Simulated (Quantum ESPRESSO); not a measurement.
# NiO2 (P-3m1) in Quantum ESPRESSO: equation of state, part 2 of 2

Quantum ESPRESSO 7.5. The steps go on from the part before.

**3. Single point, PBEsol, collinear spin, ferromagnetic start, 10.03 Å³/atom**

Contents of pw.in:

```
&CONTROL
  calculation = 'scf'
  prefix = 'pwscf'
  outdir = './tmp'
  pseudo_dir = './pseudo'
  tstress = .true.
  disk_io = 'nowf'
/
&SYSTEM
  ibrav = 0
  nat = 3
  ntyp = 2
  ecutwfc = 45
  ecutrho = 360
  nbnd = 25
  occupations = 'smearing'
  smearing = 'fd'
  degauss = 0.00367493
  nspin = 2
  starting_magnetization(1) = 0.0556
  starting_magnetization(2) = 0
/
&ELECTRONS
  conv_thr = 6d-10
  electron_maxstep = 120
  mixing_beta = 0.3
/
ATOMIC_SPECIES
Ni    58.6934 ni_pbesol_v1.4.uspp.F.UPF
O     15.9990 o_pbesol_v1.2.uspp.F.UPF
CELL_PARAMETERS angstrom
   2.7609558516    0.0000000000    0.0000000000
  -1.3804779258    2.3910579062    0.0000000000
   0.0000000000    0.0000000000    4.5558562541
ATOMIC_POSITIONS crystal
Ni     0.0000000000    0.0000000000    0.5000000000
O      0.3333333333    0.6666666667    0.2939610000
O      0.6666666667    0.3333333333    0.7060390000
K_POINTS automatic
11 11 6 0 0 0
```

Potentials or basis: GBRV 1.5 PBEsol.

The run is started by

```sh
OMP_NUM_THREADS=1 mpirun -n 2 pw.x -nk 2 -in pw.in > pw.out
```

It took 72 s on 2 MPI ranks of Intel Xeon at 2.70GHz, shared host; peak memory 0.26 GiB.

It converged, with:

```
Free energy                                           : -5543.1902 eV
Pressure                                              : 4.3 GPa
Band gap on the k mesh                                : 0.97 eV, indirect (least direct gap 1.25 eV)
Net moment                                            : 0.00 μB per cell
Absolute moment                                       : 0.00 μB per cell
Valence electrons inside the program's atomic spheres : Ni 15.01; O 5.04
```

Caveat: an odd mesh through Γ misses points on the zone boundary, where band edges often lie.

**4. Single point, PBEsol, collinear spin, ferromagnetic start, 10.23 Å³/atom**

Edit pw.in of step 3 so:

```diff
@@ -31,5 +31,5 @@
 CELL_PARAMETERS angstrom
-   2.7609558516    0.0000000000    0.0000000000
-  -1.3804779258    2.3910579062    0.0000000000
-   0.0000000000    0.0000000000    4.5558562541
+   2.7799975281    0.0000000000    0.0000000000
+  -1.3899987641    2.4075484819    0.0000000000
+   0.0000000000    0.0000000000    4.5872769453
 ATOMIC_POSITIONS crystal
```

The run is started by

```sh
OMP_NUM_THREADS=1 mpirun -n 2 pw.x -nk 2 -in pw.in > pw.out
```

It took 67 s on 2 MPI ranks of Intel Xeon at 2.70GHz, shared host; peak memory 0.26 GiB.

Results (log left out):

| Item | Value |
| --- | --- |
| Free energy | -5543.1992 eV |
| Pressure | -0.2 GPa |
| Band gap on the k mesh | 0.95 eV, indirect (least direct gap 1.22 eV) |
| Net moment | 0.00 μB per cell |
| Absolute moment | 0.00 μB per cell |
| Valence electrons inside the program's atomic spheres | Ni 15.04; O 5.06 |

Caveat: an odd mesh through Γ misses points on the zone boundary, where band edges often lie.

**5. Single point, PBEsol, collinear spin, ferromagnetic start, 10.44 Å³/atom**

Edit pw.in of step 4 so:

```diff
@@ -31,5 +31,5 @@
 CELL_PARAMETERS angstrom
-   2.7799975281    0.0000000000    0.0000000000
-  -1.3899987641    2.4075484819    0.0000000000
-   0.0000000000    0.0000000000    4.5872769453
+   2.7987818650    0.0000000000    0.0000000000
+  -1.3993909325    2.4238161948    0.0000000000
+   0.0000000000    0.0000000000    4.6182730000
 ATOMIC_POSITIONS crystal
```

The run is started by

```sh
OMP_NUM_THREADS=1 mpirun -n 2 pw.x -nk 2 -in pw.in > pw.out
```

Run time: 59 s. Hardware: 2 MPI ranks of Intel Xeon at 2.70GHz, shared host; peak memory 0.28 GiB.

Results (log left out):

```yaml
Free_energy: -5543.1917 eV
Pressure: -4.1 GPa
Band_gap_on_the_k_mesh: 0.92 eV, indirect (least direct gap 1.18 eV)
Net_moment: 0.00 μB per cell
Absolute_moment: 0.00 μB per cell
Valence_electrons_inside_the_program's_atomic_spheres: Ni 15.07; O 5.08
```

Caveat: an odd mesh through Γ misses points on the zone boundary, where band edges often lie.

**6. Single point, PBEsol, collinear spin, ferromagnetic start, 10.65 Å³/atom**

Edit pw.in of step 5 so:

```diff
@@ -31,5 +31,5 @@
 CELL_PARAMETERS angstrom
-   2.7987818650    0.0000000000    0.0000000000
-  -1.3993909325    2.4238161948    0.0000000000
-   0.0000000000    0.0000000000    4.6182730000
+   2.8173173844    0.0000000000    0.0000000000
+  -1.4086586922    2.4398684255    0.0000000000
+   0.0000000000    0.0000000000    4.6488584807
 ATOMIC_POSITIONS crystal
```

Potentials or basis: GBRV 1.5 PBEsol.

The run is started by

```sh
OMP_NUM_THREADS=1 mpirun -n 2 pw.x -nk 2 -in pw.in > pw.out
```

Wall time 69 s (2 MPI ranks of Intel Xeon at 2.70GHz, shared host); peak memory 0.32 GiB.

Results (log left out):

| Item | Value |
| --- | --- |
| Free energy | -5543.1695 eV |
| Pressure | -7.6 GPa |
| Band gap on the k mesh | 0.90 eV, indirect (least direct gap 1.15 eV) |
| Net moment | 0.00 μB per cell |
| Absolute moment | 0.00 μB per cell |
| Valence electrons inside the program's atomic spheres | Ni 15.10; O 5.10 |

Caveat: an odd mesh through Γ misses points on the zone boundary, where band edges often lie.

**7. Single point, PBEsol, collinear spin, ferromagnetic start, 10.86 Å³/atom**

Edit pw.in of step 6 so:

```diff
@@ -31,5 +31,5 @@
 CELL_PARAMETERS angstrom
-   2.8173173844    0.0000000000    0.0000000000
-  -1.4086586922    2.4398684255    0.0000000000
-   0.0000000000    0.0000000000    4.6488584807
+   2.8356121658    0.0000000000    0.0000000000
+  -1.4178060829    2.4557121709    0.0000000000
+   0.0000000000    0.0000000000    4.6790467194
 ATOMIC_POSITIONS crystal
```

Potentials or basis: GBRV 1.5 PBEsol.

The run is started by

```sh
OMP_NUM_THREADS=1 mpirun -n 2 pw.x -nk 2 -in pw.in > pw.out
```

pw.out:

```text
This program is part of the open-source Quantum ESPRESSO suite
     for quantum simulation of materials; please cite
[... 13 lines left out ...]
     --------------------
     sticks:   dense  smooth     PW     G-vecs:    dense   smooth      PW
     Sum         721     361    109                25313     9001    1605

     Using Slab Decomposition

     bravais-lattice index     =            0
     lattice parameter (alat)  =       5.3585  a.u.
     unit-cell volume          =     219.8762 (a.u.)^3
     number of atoms/cell      =            3
     number of atomic types    =            2
     number of electrons       =        30.00
     number of Kohn-Sham states=           25
     kinetic-energy cutoff     =      45.0000  Ry
     charge density cutoff     =     360.0000  Ry
     scf convergence threshold =      6.0E-10
[... 167 lines left out ...]
     Davidson diagonalization with overlap
     ethr =  1.00E-02,  avg # of iterations =  5.8

     total energy              =    -395.75940723 Ry
     estimated scf accuracy    <      33.87884219 Ry
[... 144 lines left out ...]
     iteration # 16     ecut=    45.00 Ry     beta= 0.30
     Davidson diagonalization with overlap
     ethr =  3.09E-12,  avg # of iterations =  2.0

     Magnetic moment per site  (integrated on atomic sphere of radius R)
     atom   1 (R=0.276)  charge= 15.1339  magn= -0.0000
     atom   2 (R=0.276)  charge=  5.1122  magn= -0.0000
     atom   3 (R=0.276)  charge=  5.1122  magn= -0.0000

     End of self-consistent calculation

     Number of k-points >= 100: set verbosity='high' to print the bands.

     the Fermi energy is     6.9280 ev

!    total energy              =    -407.41285414 Ry
     estimated scf accuracy    <          1.8E-10 Ry
     smearing contrib. (-TS)   =      -0.00000052 Ry
     internal energy E=F+TS    =    -407.41285362 Ry

     The total energy is F=E-TS. E is the sum of the following terms:
     one-electron contribution =    -357.89090353 Ry
     hartree contribution      =     190.74864443 Ry
     xc contribution           =     -49.16540493 Ry
     ewald contribution        =    -191.10518959 Ry

     total magnetization       =    -0.00 Bohr mag/cell
     absolute magnetization    =     0.00 Bohr mag/cell

     convergence has been achieved in  16 iterations

     Computing stress (Cartesian axis) and pressure

          total   stress  (Ry/bohr**3)                   (kbar)     P=     -107.97
  -0.00081103  -0.00000000   0.00000000         -119.31       -0.00        0.00
   0.00000000  -0.00081103   0.00000000            0.00     -119.31        0.00
   0.00000000   0.00000000  -0.00057975            0.00        0.00      -85.28

=------------------------------------------------------------------------------=
   JOB DONE.
=------------------------------------------------------------------------------=
```

Run time: 60 s. Hardware: 2 MPI ranks of Intel Xeon at 2.70GHz, shared host; peak memory 0.32 GiB.

Results:

- Free energy: -5543.1343 eV
- Pressure: -10.8 GPa
- Band gap on the k mesh: 0.88 eV, indirect (least direct gap 1.12 eV)
- Net moment: 0.00 μB per cell
- Absolute moment: 0.00 μB per cell
- Valence electrons inside the program's atomic spheres: Ni 15.13; O 5.11

Caveat: an odd mesh through Γ misses points on the zone boundary, where band edges often lie.

**8. Single point, PBEsol, collinear spin, ferromagnetic start, 11.07 Å³/atom**

Edit pw.in of step 7 so:

```diff
@@ -31,5 +31,5 @@
 CELL_PARAMETERS angstrom
-   2.8356121658    0.0000000000    0.0000000000
-  -1.4178060829    2.4557121709    0.0000000000
-   0.0000000000    0.0000000000    4.6790467194
+   2.8536738767    0.0000000000    0.0000000000
+  -1.4268369384    2.4713540714    0.0000000000
+   0.0000000000    0.0000000000    4.7088503682
 ATOMIC_POSITIONS crystal
```

The run is started by

```sh
OMP_NUM_THREADS=1 mpirun -n 2 pw.x -nk 2 -in pw.in > pw.out
```

Wall time 60 s (2 MPI ranks of Intel Xeon at 2.70GHz, shared host); peak memory 0.32 GiB.

The run converged. Its results:

- Free energy: -5543.0874 eV
- Pressure: -13.6 GPa
- Band gap on the k mesh: 0.86 eV, indirect (least direct gap 1.09 eV)
- Net moment: 0.00 μB per cell
- Absolute moment: 0.00 μB per cell
- Valence electrons inside the program's atomic spheres: Ni 15.16; O 5.13

Caveat: an odd mesh through Γ misses points on the zone boundary, where band edges often lie.

**9. Equation of state, PBEsol, collinear spin, ferromagnetic start**

Potentials or basis: GBRV 1.5 PBEsol.

No new run: the results of the series are fitted here.

Results:

| Property | Result |
| --- | --- |
| Equilibrium volume | 10.24 Å³/atom |
| Bulk modulus at fixed shape and positions | 205 GPa |
| Pressure derivative of the bulk modulus | 4.6 |

Energy against volume, from the lowest point:
```tsv
volume (Å³/atom)	energy (meV/atom)
9.816	12.13
10.025	2.99
10.234	0.00
10.443	2.50
10.652	9.88
10.861	21.63
11.070	37.27
```

Caveat: the cell was scaled at fixed shape and fractional positions, which overstates the stiffness of a crystal with free parameters, most of all of layers and chains.
